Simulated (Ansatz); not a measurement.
# WS2: the cost of one run

Program: Ansatz 0.2.0. Level of theory: DFT PBE+D3(BJ), scalar-relativistic, plane waves, PAW. These are calculated values, not measurements.

## 1. Starting point

Symmetry: P-6m2, No. 187, hexagonal system. Conventional cell: a = 3.184 Å, b = 3.184 Å, c = 38.070 Å, α = 90.00°, β = 90.00°, γ = 120.00°. S (site symmetry 3m) is surrounded by 3 W at 2.41 Å. W (site symmetry 3m) is surrounded by 6 S at 2.41 Å.

As a file:

```cif
data_structure
_symmetry_space_group_name_H-M 'P 1'
_symmetry_Int_Tables_number 1
_cell_length_a 3.1835
_cell_length_b 3.1835
_cell_length_c 38.0695
_cell_angle_alpha 90.000
_cell_angle_beta 90.000
_cell_angle_gamma 120.000
_cell_volume 334.14
loop_
_atom_site_label
_atom_site_type_symbol
_atom_site_fract_x
_atom_site_fract_y
_atom_site_fract_z
_atom_site_occupancy
S1 S 0.66667 0.33333 0.23641 1
W1 W 0.33333 0.66667 0.27737 1
S2 S 0.66667 0.33333 0.31834 1
S3 S 0.66667 0.33333 0.68166 1
W2 W 0.33333 0.66667 0.72263 1
S4 S 0.66667 0.33333 0.76359 1
```

Two layers cut from the bulk, bulk lattice in the plane.

## 2. Relaxing the atoms

Contents of input.yaml:

```yaml
crystal:
  lattice:
    - [3.18351636, 0.0, 0.0]
    - [-1.59175818, 2.75700604, 0.0]
    - [0.0, 0.0, 38.0695018864]
  atoms:
    - { symbol: S, position: [0.66666667, 0.33333334, 0.2364097126] }
    - { symbol: W, position: [0.33333333, 0.66666666, 0.2773732622] }
    - { symbol: S, position: [0.66666667, 0.33333334, 0.3183368118] }
    - { symbol: S, position: [0.66666667, 0.33333334, 0.6816631882] }
    - { symbol: W, position: [0.33333333, 0.66666666, 0.7226267378] }
    - { symbol: S, position: [0.66666667, 0.33333334, 0.7635902874] }
basis:
  ecutwfc: 420.0
  fft_grid_basis: typed
kpoints:
  mp_grid: { grid: [9, 9, 1] }
hamiltonian:
  xc: pbe
  dispersion: d3bj
scf:
  occupations: { method: gaussian, width: 0.05 }
output:
  forces: true
  eigenvalues: true
efield:
  axis: 3
  dipole_correction: true
  ramp_width: 0.04
relax:
  adjacent_minimum: "off"
  f_tol: 0.04
  max_steps: 40
```

Started as:

```console
ansatz run input.yaml --threads 1 --pin off --max-ram 2211MiB --backend cpu --events-out ev --progress --plain --runs-dir out
```

What time and memory should one allow on 1 thread of Intel Xeon Platinum 8375C at 2.90GHz (Ice Lake), shared host?

About 25 s, with a peak of 0.57 GiB.
